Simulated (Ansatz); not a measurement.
Crystal: Ni.

```
Ni
1.0
     0.00000    1.73757    1.73757
     1.73757    0.00000    1.73757
     1.73757    1.73757    0.00000
Ni
1
Cartesian
  0.0000 0.0000 0.0000
```

- Program: Ansatz 0.2.0
- Task: relaxation of cell and atoms
- Functional: BLYP
- Dispersion: D4
- Potentials or basis: all-electron LAPW, scalar-relativistic
- Basis error allowed: 0.001 eV/atom
- k mesh: 13 × 13 × 13
- Occupations: fermi-dirac, width 0.05 eV
- Spin: collinear spin, ferromagnetic start
- Starting moments: [1.0] μB

At the start: volume 10.49 Å³/atom.

**Question.** How do energy, volume and symmetry change on relaxing?

**Answer.** Over 5 steps the energy falls by 2.8 meV/atom and the volume is 10.70 Å³/atom (+2.0 %); space group Fm-3m (No. 225, to 0.05 Å); moment 0.62 μB per cell.

The path:
| step | energy change (eV) | largest force (eV/Å) | volume (Å³) |
| --- | --- | --- | --- |
| 1 | 0.0000 | 0.0000 | 10.49 |
| 2 | -0.0020 | 0.0000 | 10.59 |
| 3 | -0.0028 | 0.0000 | 10.70 |
| 4 | -0.0028 | 0.0000 | 10.70 |
| 5 | -0.0028 | 0.0000 | 10.70 |

Final structure:
```
CELL_PARAMETERS angstrom
0.00000 1.74916 1.74916
1.74916 0.00000 1.74916
1.74916 1.74916 0.00000
ATOMIC_POSITIONS crystal
Ni 0.00000 0.00000 0.00000
```
